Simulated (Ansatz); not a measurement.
**Thermal properties of GaO from its phonons**

Computed with Ansatz 0.2.0, DFT PBEsol, scalar-relativistic, plane waves, PAW. Settings: 420 eV plane-wave cutoff, Γ-centred 12×12×2 mesh, fixed occupations. No spin polarisation. Phonons by linear response, acoustic sum rule imposed.

Relaxed structure:
```cif
data_structure
_symmetry_space_group_name_H-M 'P-6m2'
_symmetry_Int_Tables_number 187
_cell_length_a 3.0595
_cell_length_b 3.0595
_cell_length_c 13.4259
_cell_angle_alpha 90.000
_cell_angle_beta 90.000
_cell_angle_gamma 120.000
_cell_volume 108.84
loop_
_atom_site_label
_atom_site_type_symbol
_atom_site_symmetry_multiplicity
_atom_site_Wyckoff_symbol
_atom_site_fract_x
_atom_site_fract_y
_atom_site_fract_z
_atom_site_occupancy
Ga1 Ga 2 h 0.33333 0.66667 0.40787 1
Ga2 Ga 2 g 0.00000 0.00000 0.09213 1
O1 O 2 i 0.66667 0.33333 0.14647 1
O2 O 2 g 0.00000 0.00000 0.35343 1
```

This structure is a trial: an element of a database structure was replaced and the cell relaxed, so another structure or a mixture of phases may lie lower. The crystal is built of layers and no dispersion correction was added, so the binding between them is poorly described, and with it their spacing and whatever depends on it. The q mesh is coarse, so values between its points are rough. The run warned that the force constants aren't converged on this k mesh, so the frequencies and all that is formed from them are rough.

Force constants from linear response on a 3×3×1 q mesh, interpolated to a fine mesh.

Phonon density of states, in bins of 10 cm⁻¹:
(bin centre (cm⁻¹), share of modes (%)): (-5, 0.0), (5, 0.0), (15, 0.2), (25, 0.4), (35, 0.5), (45, 0.6), (55, 0.7), (65, 0.9), (75, 1.3), (85, 2.1), (95, 4.6), (105, 1.3), (115, 1.1), (125, 1.4), (135, 1.7), (145, 3.2), (155, 3.7), (165, 2.5), (175, 4.7), (185, 1.8), (195, 1.6), (205, 3.4), (215, 3.1), (225, 8.1), (235, 1.1), (245, 0.0), (255, 0.0), (265, 0.0), (275, 0.0), (285, 0.0), (295, 0.0), (305, 0.0), (315, 0.0), (325, 0.0), (335, 0.0), (345, 0.0), (355, 0.0), (365, 0.0), (375, 0.0), (385, 0.0), (395, 1.2), (405, 1.9), (415, 1.6), (425, 2.9), (435, 4.4), (445, 2.9), (455, 0.7), (465, 0.4), (475, 2.3), (485, 5.3), (495, 4.9), (505, 3.3), (515, 1.3), (525, 0.9), (535, 1.4), (545, 4.9), (555, 1.3), (565, 0.8), (575, 1.2), (585, 2.6), (595, 3.1), (605, 0.8), (615, 0.0)

Question: Give the zero-point energy per atom.

Answer: 60.8 meV.

Question: How large are the vibrational entropy and heat capacity at 300 K?

Answer: S = 2.61 k_B and C_V = 2.38 k_B per atom, 79 % of the Dulong–Petit value.

Question: Tabulate them against temperature.

Answer:
```tsv
T (K)	F_vib (meV/atom)	S (k_B/atom)	C_V (k_B/atom)
100	58.5	0.72	1.06
200	47.9	1.74	1.91
300	29.0	2.61	2.38
400	3.3	3.33	2.61
500	-28.1	3.93	2.74
600	-64.2	4.44	2.81
700	-104.3	4.87	2.86
800	-148.0	5.26	2.89
900	-194.8	5.60	2.91
1000	-244.4	5.91	2.93
```

Cost: 1 run of about 41 core-minutes, on Arm Neoverse V2 (shared hosts).